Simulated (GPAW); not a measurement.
Runs of GPAW 26.7.0 on Au. The typed cell holds 2 atoms: a = 2.815 Å, b = 2.820 Å, c = 5.191 Å, α = 103.14°, β = 102.66°, γ = 90.26°. This isn't the form of Au at room conditions, which is fcc.

```csv
task,level,potentials or basis,cell,k mesh,band path,band points,mesh quality,gap on the mesh (eV),pressure (GPa),largest force (eV/Å)
single point,PBEsol,"PAW data sets generated in the run's folder for this functional, pw",as given,10 × 10 × 6,-,-,not flagged,none,-6.0,(a)
single point,PBEsol,"PAW data sets generated in the run's folder for this functional, pw","atoms moved at random, drawn with an rms of 0.05 Å",10 × 10 × 6,-,-,not flagged,none,-5.9,0.23
band structure,PBEsol,"PAW data sets generated in the run's folder for this functional, pw",as given,6 × 6 × 4,"XGY,LGZ,NGM,RG",80,coarse,-,(b),0.08
band structure,LDA,"the program's PAW data sets (release 1.2.1) made for this functional, pw",as given,6 × 6 × 4,"XGY,LGZ,NGM,RG",80,coarse,-,-10.4,0.10
```

Alike in all rows: no spin polarisation; cutoff (eV) 600; smearing fermi-dirac 0.05 eV.

Fill in the values left out.

(a) 0.12; (b) -6.8.

Caveats: some runs use coarse meshes; with this Au data set, volumes or pressures lay over 1.5 % or 2 GPa off other programs in two to four cells of ten; spin-orbit coupling is left out, which moves the levels of the heavy elements (some runs).

A k mesh can miss the band edges, and the runs leave out spin-orbit coupling on Au.

A gap of «none» marks a metal or a gap under the smearing width.
